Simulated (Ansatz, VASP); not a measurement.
Given: the input of a run of Ansatz 0.2.0 on W.

File input.yaml:

```yaml
crystal:
  lattice:
    - [-1.582345, 1.582345, 1.582345]
    - [1.582345, -1.582345, 1.582345]
    - [1.582345, 1.582345, -1.582345]
  atoms:
    - { symbol: W, position: [0.0, 0.0, 0.0] }
kpoints:
  mp_grid: { grid: [12, 12, 12] }
scf:
  occupations: { method: gaussian, width: 0.028 }
hamiltonian:
  xc: pbe
  pseudopotentials: { kind: all_electron, lapw: { basis_error: 0.001 } }
output:
  forces: true
  stress: true
  eigenvalues: true
```

Potentials or basis: all-electron LAPW, scalar-relativistic.

Command:

```sh
$ ansatz run input.yaml --threads 1 --pin off --max-ram 3072MiB --backend cpu --events-out ev --progress --plain --runs-dir out
```

Set up the same calculation for VASP 6.6.1. Potentials there: VASP PAW PBE potentials, release 64 (W_sv).

As run (the cutoff follows the program's own potentials):

File INCAR:

```
SYSTEM = W
PREC = Accurate
ENCUT = 520
EDIFF = 1E-7
ISMEAR = 0
SIGMA = 0.028000000000000004
LREAL = .FALSE.
LASPH = .TRUE.
NELM = 80
ALGO = Normal
ISIF = 2
LWAVE = .FALSE.
LCHARG = .TRUE.
GGA = PE
LELF = .TRUE.
LVHAR = .TRUE.
NBANDS = 13
```

The input KPOINTS:

```
regular mesh
0
G
  12 12 12
  0 0 0
```

File POSCAR:

```
W
1.0
   -1.5823450000      1.5823450000      1.5823450000
    1.5823450000     -1.5823450000      1.5823450000
    1.5823450000      1.5823450000     -1.5823450000
W
1
Direct
    0.0000000000      0.0000000000      0.0000000000
```

Potentials or basis: VASP PAW PBE potentials, release 64 (W_sv).

Command:

```console
$ cat potpaw_PBE.64/W_sv/POTCAR > POTCAR
$ mpirun -np 1 vasp_std > vasp.out
```

Both were run:

|  | VASP | Ansatz | Ansatz less VASP |
| --- | --- | --- | --- |
| gap on the k mesh at the Fermi level (eV) | none | none | - |
| pressure (GPa) | 6.6 | 6.1 | -0.56 |

A gap of «none» marks a metal or a gap that the smearing closes. Ansatz ran all-electron here, so the differences hold the error of VASP's frozen core and of both bases.

The runs have no spin-orbit coupling, so splittings on W are missing.
